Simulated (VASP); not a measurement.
A calculation with VASP 6.6.1 of N (ASE script, Cartesian positions):

The input run.py:

```python
from ase.calculators.vasp import Vasp
from ase.dft.bandgap import bandgap
from ase.io import read

atoms = read('N.xyz')
calc = Vasp(
    directory='calc',
    xc='lda',
    pp='LDA',
    setups='gw',
    prec='Accurate',
    encut=550,
    ediff=1e-07,
    ismear=0,
    sigma=0.02,
    lreal=False,
    lasph=True,
    nelm=100,
    algo='Fast',
    isif=2,
    lwave=False,
    lcharg=False,
    kpts=[12, 12, 11],
    gamma=True,
)
atoms.calc = calc

print('energy (eV):', atoms.get_potential_energy())
print('free energy (eV):', atoms.get_potential_energy(force_consistent=True))
print('forces (eV/A):')
print(atoms.get_forces())
print('stress (eV/A^3, Voigt):', atoms.get_stress())
print('Fermi level (eV):', calc.get_fermi_level())
gap, top, bottom = bandgap(calc)
print('band gap (eV):', gap, 'from (spin, k, band)', top, 'to', bottom)
```

N.xyz

```xyz
2
Lattice="2.5194737886 0.0000000000 0.0000000000 -1.2597368943 2.1819283051 0.0000000000 0.0000000000 0.0000000000 2.4460020000" Properties=species:S:1:pos:R:3 pbc="T T T"
N     -0.0000000001      1.4546188701      1.8345015000
N      1.2597368944      0.7273094350      0.6115005000
```

Potentials or basis: VASP PAW LDA potentials, release 64 (N_GW).

Run with:

```sh
$ python run.py
```

The real solid is made of molecules; this cell is a model form.

Q: Write the same calculation in another form: native input, structure from a POSCAR.

A: As run:

File INCAR:

```
SYSTEM = N
ALGO = Fast ; EDIFF = 1E-7
ENCUT = 550 ; GGA = CA
ISIF = 2 ; ISMEAR = 0
LASPH = .True. ; LCHARG = .False.
LREAL = .False. ; LWAVE = .False.
NBANDS = 12 ; NELM = 100
PREC = Accurate ; SIGMA = 0.02
```

File KPOINTS:

```
k-points
0
Gamma
  12 12 11
  0 0 0
```

POSCAR

```
N
2.5195
    0.999989596587      0.000000000000      0.000000000000
   -0.499994798293      0.866016394166      0.000000000000
    0.000000000000      0.000000000000      0.970828338956
N
2
Direct
    0.3333333333      0.6666666667      0.7500000000
    0.6666666667      0.3333333333      0.2500000000
```

Potentials or basis: VASP PAW LDA potentials, release 64 (N_GW).

Command:

```console
$ cat potpaw_LDA.64/N_GW/POTCAR > POTCAR
$ mpirun -np 1 vasp_std > vasp.out
```

Both were run:

|  | ASE script, Cartesian positions | native input, structure from a POSCAR |
| --- | --- | --- |
| Pressure | -7.0 GPa | -7.0 GPa |
| Band gap on the k mesh | none (metal or under the smearing width) | none (metal or under the smearing width) |

Keys that steer only the numerical path or the files written may differ.
